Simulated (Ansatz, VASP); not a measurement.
**CdTe: VASP beside Ansatz**

Contents of INCAR:

```
SYSTEM = CdTe
PREC = Accurate ; ENCUT = 600
EDIFF = 1E-6 ; ISMEAR = 0
SIGMA = 0.02 ; LREAL = .FALSE.
LASPH = .TRUE. ; NELM = 100
ALGO = Fast ; ISIF = 3
LWAVE = .FALSE. ; LCHARG = .FALSE.
GGA = PE ; IBRION = 2
NSW = 100 ; EDIFFG = -0.005
```

File KPOINTS:

```
regular mesh
0
G
  8 8 8
  0 0 0
```

File POSCAR:

```
CdTe
1.0
    0.0000000000      3.2821135600      3.2821135600
    3.2821135600      0.0000000000      3.2821135600
    3.2821135600      3.2821135600      0.0000000000
Cd Te
1 1
Direct
    0.0000000000      0.0000000000      0.0000000000
    0.7500000000      0.7500000000      0.7500000000
```

Input for Ansatz:

```yaml
crystal:
  lattice:
    - [0.0, 3.28211356, 3.28211356]
    - [3.28211356, 0.0, 3.28211356]
    - [3.28211356, 3.28211356, 0.0]
  atoms:
    - { symbol: Cd, position: [0.0, 0.0, 0.0] }
    - { symbol: Te, position: [0.75, 0.75, 0.75] }
basis:
  ecutwfc: 420
kpoints:
  mp_grid: { grid: [8, 8, 8] }
hamiltonian:
  xc: pbe
scf:
  occupations: { method: gaussian, width: 0.02 }
output:
  forces: true
  stress: true
  eigenvalues: true
  write_density: true
  write_potential: true
  elf: true
  volumetric_format: npy
relax:
  adjacent_minimum: "off"
  f_tol: 0.005
  max_steps: 80
  cell: { stress_tol: 0.05 }
```

The cell is a database's computed one.

Alike in both runs: task relaxation of cell and atoms; functional PBE; k mesh 8 × 8 × 8; occupations gaussian, width 0.02 eV; no spin polarisation.

|  | VASP | Ansatz |
| --- | --- | --- |
| version | VASP 6.6.1 | Ansatz 0.2.0 |
| potentials or method | VASP PAW PBE potentials, release 64 (Cd, Te) | scalar-relativistic, plane waves, PAW |
| plane-wave cutoff (eV) | 600 | 420 |
| valence electrons in the cell | 18 | 36 |

VASP gave:

| Quantity | Value |
| --- | --- |
| gap on the k mesh at the Fermi level, each at its own relaxed structure (eV) | 0.58 |
| relaxed volume (Å³/atom) | 36.31 |
| relaxed cell length with the largest relative difference (Å) | 4.683 |
| energy change over the relaxation (meV/atom) | -3 |

Question: Estimate Ansatz's values.

Answer: gap on the k mesh at the Fermi level, each at its own relaxed structure (eV): 0.58; relaxed volume (Å³/atom): 36.25; relaxed cell length with the largest relative difference (Å): 4.681; energy change over the relaxation (meV/atom): -2.

The two sets of potentials don't hold the same shells in valence.

Caveats: spin-orbit coupling is left out, which moves the levels of the heavy elements.
